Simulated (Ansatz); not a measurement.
## WS2: changing the functional

```cif
data_structure
_symmetry_space_group_name_H-M 'P6_3/mmc'
_symmetry_Int_Tables_number 194
_cell_length_a 3.1800
_cell_length_b 3.1800
_cell_length_c 12.5000
_cell_angle_alpha 90.000
_cell_angle_beta 90.000
_cell_angle_gamma 120.000
_cell_volume 109.47
loop_
_atom_site_label
_atom_site_type_symbol
_atom_site_symmetry_multiplicity
_atom_site_Wyckoff_symbol
_atom_site_fract_x
_atom_site_fract_y
_atom_site_fract_z
_atom_site_occupancy
W1 W 2 c 0.66667 0.33333 0.75000 1
S1 S 4 f 0.66667 0.33333 0.37500 1
```

Kept alike: task band structure; k mesh 10 × 10 × 3; occupations fermi-dirac, width 0.05 eV; no spin polarisation. Program: Ansatz, all-electron LAPW, scalar-relativistic. The mesh is that of the run's cell of 6 atoms. No spin-orbit coupling.

| run | band gap (eV) | pressure (GPa) |
| --- | --- | --- |
| A | 0.973 | -5.58 |
| B | 1.006 | -2.66 |
| C | 1.050 | 2.34 |

Pressure is positive in compression. Gaps are the smaller of the mesh's and the band path's.

**Question.** The runs differ in the functional alone: LDA; PBE; PBEsol. Which run is which?

**Answer.** Run A is LDA; run B is PBEsol; run C is PBE. The band gap runs from 0.973 (LDA) to 1.050 eV (PBE). From PBE: LDA -0.077; PBEsol -0.044. The pressure runs from -5.58 (LDA) to 2.34 GPa (PBE). From PBE: LDA -7.92; PBEsol -5.00. A positive pressure means that the functional's own cell is larger than the one given, a negative one that it is smaller.
